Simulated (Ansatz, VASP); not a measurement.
## One calculation of C, two programs

File INCAR:

```
SYSTEM = C
ALGO = Normal
EDIFF = 1E-6
ENCUT = 520
GGA = PE
ISIF = 2
ISMEAR = -1
LASPH = .True.
LCHARG = .False.
LREAL = .False.
LWAVE = .False.
NBANDS = 11
NELM = 100
PREC = Accurate
SIGMA = 0.02
```

Contents of KPOINTS:

```
k-points
0
Gamma
  12 12 12
  0 0 0
```

POSCAR

```
C
1.0
    0.0000000000      1.8513291082      1.8513291082
    1.8513291082      0.0000000000      1.8513291082
    1.8513291082      1.8513291082      0.0000000000
C
2
Direct
    0.0000000000      0.0000000000      0.0000000000
    0.2500000000      0.2500000000      0.2500000000
```

Input for Ansatz:

```yaml
crystal:
  lattice:
    - [0.0, 1.8513291082, 1.8513291082]
    - [1.8513291082, 0.0, 1.8513291082]
    - [1.8513291082, 1.8513291082, 0.0]
  atoms:
    - { symbol: C, position: [0.0, 0.0, 0.0] }
    - { symbol: C, position: [0.25, 0.25, 0.25] }
kpoints:
  mp_grid: { grid: [12, 12, 12] }
  band_path:
    path:
      - [0.0, 0.0, 0.0]
      - [0.5, 0.0, 0.5]
      - [0.625, 0.25, 0.625]
      - [0.375, 0.375, 0.75]
      - [0.5, 0.5, 0.5]
      - [0.5, 0.25, 0.75]
      - [0.0, 0.359375, 0.359375]
    npoints: 1
hamiltonian:
  xc: pbe
scf:
  occupations: { method: fermi_dirac, width: 0.02 }
  n_extra_bands: 4
output:
  forces: true
  stress: true
  eigenvalues: true
```

Change from the starting cell: hydrostatic strain +4.0%.

Alike in both runs: task single point; functional PBE; k mesh 12 × 12 × 12; occupations fermi-dirac, width 0.02 eV; no spin polarisation.

|  | VASP | Ansatz |
| --- | --- | --- |
| version | VASP 6.6.1 | Ansatz 0.2.0 |
| potentials or method | VASP PAW PBE potentials, release 64 (C) | plane waves, PAW |
| plane-wave cutoff (eV) | 520 | 420 |
| valence electrons in the cell | 8 | 8 |

Ansatz gave:

- gap on the k mesh at the Fermi level (eV): 3.91
- pressure (GPa): -38.2

Q: Which values does VASP return?

A: gap on the k mesh at the Fermi level (eV): 3.90; pressure (GPa): -37.9.

Caveats: the cell as given lies far from equilibrium; so large a pressure means that the cell lies far from this level's equilibrium, or that cutoff or potentials fall short (VASP).
